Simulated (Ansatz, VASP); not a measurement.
One calculation of B, two programs

```
B
1.0
     0.00000    1.42052    1.42052
     1.42052    0.00000    1.42052
     1.42052    1.42052    0.00000
B
1
Cartesian
  0.0000 0.0000 0.0000
```

Alike in both runs: functional PBE; dispersion D3(BJ); k mesh 24 × 24 × 24; occupations gaussian, width 0.1 eV; no spin polarisation.

Ansatz relaxed the structure, and its values are those at the end. VASP's run is a single point on that final structure, the one shown.

|  | VASP | Ansatz |
| --- | --- | --- |
| version | VASP 6.6.1 | Ansatz 0.2.0 |
| potentials or method | VASP PAW PBE potentials, release 64 (B) | scalar-relativistic, plane waves, PAW |
| plane-wave cutoff (eV) | 520 | 420 |
| valence electrons in the cell | 3 | 3 |

|  | VASP | Ansatz | Ansatz less VASP |
| --- | --- | --- | --- |
| gap on the k mesh at the Fermi level (eV) | none | none | - |
| pressure (GPa) | 0.0 | 0.0 | -0.04 |

A gap of «none» marks a metal or a gap that the smearing closes. Ansatz warned: «relaxed_geometry_near_dispersion_switch».

Caveats: pairwise dispersion overbinds metals, which lowers pressure and volume.
